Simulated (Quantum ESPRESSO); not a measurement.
## MoS2 under changes of volume

One of the cells (17.750 Å³/atom); the others are scaled copies at fixed shape and fractional positions:

```
CELL_PARAMETERS angstrom
1.58550 0.91539 6.11500
-1.58550 0.91539 6.11500
0.00000 -1.83078 6.11500
ATOMIC_POSITIONS crystal
Mo 0.00000 0.00000 0.00000
S 0.25000 0.25000 0.25000
S 0.75000 0.75000 0.75000
```

Measurements of this composition are mostly on another form, of space group No. 194.

- Program: Quantum ESPRESSO 7.5
- Functional: r2SCAN
- Potentials or basis: SG15 PBE 1.2
- Cutoff: 952 eV
- Density cutoff: 3810 eV
- k mesh: 4 × 4 × 4
- Occupations: fermi-dirac, width 0.05 eV
- Spin: no spin polarisation

```csv
volume (Å³/atom),energy over the lowest point (meV/atom),pressure (GPa)
16.685,111.55,19.8
17.040,72.56,15.4
17.395,?,?
17.750,21.49,7.8
18.105,7.70,4.6
18.460,0.74,1.6
18.815,0.00,-1.0
```

Problem. What does the run at 17.395 Å³/atom give?

Solution. Energy over the lowest point 42.84 meV/atom; pressure 11.4 GPa.

Worked out: A Birch-Murnaghan fit of order 3 (a polynomial in V^(-2/3)) to the other rows has its minimum at 18.68 Å³/atom with B0 = V·E''(V) = 138 GPa and B' = 4.2 at fixed shape and positions, which overstates the stiffness. It gives 42.84 meV/atom at 17.395 Å³/atom, against the run's 42.84, and -dE/dV = 11.5 GPa, against 11.4.

Energies are extrapolated to zero smearing.

Caveats: all runs use coarse meshes; the potentials were made for another functional, which shifts forces and pressure.
